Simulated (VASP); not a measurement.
# GaP: forms and solvers of the BSE on one G0W0 step

GaP, F-43m (no. 216), 2 atoms in the cell. PBE, G0W0 and BSE; PAW potentials Ga_d_GW, P_GW (PBE set).

GW step before the BSE: G0W0.

## Input

INCAR.step1:
```
SYSTEM = GaP
  PREC = Accurate
  ENCUT = 410
  ISMEAR = 0
  SIGMA = 0.02
  EDIFF = 1E-8
  LASPH = .True.
  KPAR = 4
  LWAVE = .True.
  LCHARG = .False.
```

INCAR.step2, as INCAR.step1 but for:
```
- EDIFF = 1E-8
+ EDIFF = 1E-7
+ ALGO = Exact
+ NELM = 1
+ LOPTICS = .True.
+ ISTART = 1
+ NBANDS = 69
+ NEDOS = 2000
```

INCAR.step3:
```
SYSTEM = GaP
  PREC = Accurate
  ENCUT = 410
  ISMEAR = 0
  SIGMA = 0.02
  LASPH = .True.
  KPAR = 4
  LWAVE = .True.
  LCHARG = .False.
  ALGO = EVGW0
  NELMGW = 1
  ISTART = 1
  NBANDS = 69
  ENCUTGW = 120
  NOMEGA = 48
  NBANDSGW = 25
  PRECFOCK = Fast
```

INCAR.step4:
```
SYSTEM = GaP
  PREC = Accurate
  ENCUT = 410
  ISMEAR = 0
  SIGMA = 0.02
  LASPH = .True.
  KPAR = 4
  LWAVE = .False.
  LCHARG = .False.
  ALGO = BSE
  NBANDS = 69
  NBANDSO = 4
  NBANDSV = 4
  IBSE = 2
  NBSEEIG = 4
  ENCUTGW = 120
  PRECFOCK = Fast
  ANTIRES = 0
  OMEGAMAX = 25
  CSHIFT = 0.15
  NOMEGA = 1000
  ISTART = 1
```

INCAR.step5, as INCAR.step4 but for:
```
- ANTIRES = 0
+ ANTIRES = 1
```

INCAR.step6 changes the same tag again: ANTIRES = 2.

INCAR.step7, as INCAR.step6 but for:
```
- ANTIRES = 2
+ ANTIRES = 0
+ LHARTREE = .False.
+ LADDER = .False.
```

INCAR.step8, as INCAR.step7 but for:
```
- ANTIRES = 0
- LHARTREE = .False.
+ ANTIRES = 2
```

INCAR.step9, as INCAR.step8 but for:
```
- ANTIRES = 2
- LADDER = .False.
+ ANTIRES = 0
+ LTRIPLET = .True.
```

INCAR.step10, as INCAR.step9 but for:
```
- IBSE = 2
- LTRIPLET = .True.
+ IBSE = 3
+ BSEPREC = High
```

INCAR.step11, as INCAR.step10 but for:
```
- IBSE = 3
- BSEPREC = High
+ IBSE = 1
```

INCAR.step12, as INCAR.step11 but for:
```
- IBSE = 1
+ IBSE = 2
+ SCISSOR = 0.3
```

INCAR.step13, as INCAR.step12 but for:
```
- NBANDSO = 4
- NBANDSV = 4
- SCISSOR = 0.3
+ NBANDSO = 1
+ NBANDSV = 1
```

INCAR.step14, as INCAR.step13 but for:
```
- NBANDSO = 1
- NBANDSV = 1
+ NBANDSO = 4
+ NBANDSV = 4
+ NBSEBLOCKO = 2
+ NBSEBLOCKV = 2
```

INCAR.step15, as INCAR.step14 but for:
```
- KPAR = 4
- IBSE = 2
- NBSEEIG = 4
- NBSEBLOCKO = 2
- NBSEBLOCKV = 2
+ IBSE = 0
+ NBSEEIG = 3
+ BSEHOLE = 0.04 0.03 0.02
```

INCAR.step16, as INCAR.step15 but for:
```
- BSEHOLE = 0.04 0.03 0.02
+ BSEELECTRON = 0.04 0.03 0.02
```

KPOINTS:
```
k-points
0
Gamma
  4 4 4
```

POSCAR:
```
GaP
1.0
    0.0000000000      2.7252500000      2.7252500000
    2.7252500000      0.0000000000      2.7252500000
    2.7252500000      2.7252500000      0.0000000000
Ga P
1 1
Direct
    0.0000000000      0.0000000000      0.0000000000
    0.7500000000      0.7500000000      0.7500000000
```

Commands (each step's output is kept before the next begins):
```
cat potpaw_PBE.64/Ga_d_GW/POTCAR potpaw_PBE.64/P_GW/POTCAR > POTCAR
cp INCAR.step1 INCAR
mpirun -np 4 vasp_std > vasp.out
cp INCAR.step2 INCAR
mpirun -np 4 vasp_std > vasp.out
cp INCAR.step3 INCAR
mpirun -np 4 vasp_std > vasp.out
cp INCAR.step4 INCAR
mpirun -np 4 vasp_std > vasp.out
cp INCAR.step5 INCAR
mpirun -np 4 vasp_std > vasp.out
cp INCAR.step6 INCAR
mpirun -np 4 vasp_std > vasp.out
cp INCAR.step7 INCAR
mpirun -np 4 vasp_std > vasp.out
cp INCAR.step8 INCAR
mpirun -np 4 vasp_std > vasp.out
cp INCAR.step9 INCAR
mpirun -np 4 vasp_std > vasp.out
cp INCAR.step10 INCAR
mpirun -np 4 vasp_std > vasp.out
cp INCAR.step11 INCAR
mpirun -np 4 vasp_std > vasp.out
cp INCAR.step12 INCAR
mpirun -np 4 vasp_std > vasp.out
cp INCAR.step13 INCAR
mpirun -np 4 vasp_std > vasp.out
cp INCAR.step14 INCAR
mpirun -np 4 vasp_std > vasp.out
cp INCAR.step15 INCAR
mpirun -np 1 vasp_std > vasp.out
cp INCAR.step16 INCAR
mpirun -np 1 vasp_std > vasp.out
rm WFULL*.tmp
cp INCAR.step4 INCAR
mpirun -np 4 vasp_std > vasp.out
```

## Result

- Direct quasiparticle gap on the mesh (eV): 2.73
- Direct Kohn-Sham gap on the mesh (eV): 1.82

One ground state, settings moved in the last step alone:

| Settings | ε at zero frequency | First excitation (eV) | First bright (eV) | Time (s) |
|---|---|---|---|---|
| BSE, Tamm-Dancoff | 17.84 | 2.572 | 2.572 | 4 |
| BSE, ANTIRES 1 | 17.29 | 2.588 | 2.588 | 6 |
| BSE, ANTIRES 2 | 17.28 | 2.571 | 2.571 | 6 |
| independent quasiparticles | 15.71 | 2.735 | 2.735 | 1 |
| RPA on quasiparticles, ANTIRES 2 | 14.46 | 2.753 | 2.753 | 4 |
| triplet | – | 2.539 | – | 2 |
| Lanczos (IBSE 3) | 17.84 | – | – | 4 |
| time evolution (IBSE 1) | 17.81 | – | – | 6 |
| scissor of 0.3 eV on top | 16.56 | 2.872 | 2.872 | 4 |
| one valence and one conduction band | 9.20 | 2.580 | 2.580 | 1 |
| matrix set up in blocks of bands | 17.84 | 2.572 | 2.572 | 13 |
| old driver (IBSE 0) with the exciton's density | 17.84 | 2.572 | 2.572 | 11 |
| electron held instead of the hole | 17.84 | 2.572 | 2.572 | 12 |
| diagonal screening alone | 17.94 | 2.569 | 2.569 | 5 |

Make-up of the lowest excitation, one of several of nearly equal energy, so its shares depend on the choice among them:

| k point | From band | To band | Share |
|---|---|---|---|
| 0.000 0.000 0.000 | 7 | 10 | 0.99 |
| 0.000 0.000 0.000 | 8 | 10 | 0.00 |
| 0.000 0.000 0.250 | 8 | 10 | 0.00 |
| 0.000 0.000 -0.250 | 8 | 10 | 0.00 |
| 0.000 0.250 0.000 | 8 | 10 | 0.00 |
| 0.000 -0.250 0.000 | 8 | 10 | 0.00 |

Limits: The 4×4×4 mesh is coarse for a spectrum: peaks stand apart that a denser mesh merges, and ε at zero frequency can be far too high; bands, mesh and cutoff of the G0W0 step are small, so absolute energies aren't converged; the pairs hold 4 valence and 4 conduction bands, and what lies beyond is missing from ε.

VASP 6.6.1 took 108 s on 4 cores (AMD EPYC 9R45 (Zen 5)), a shared host.
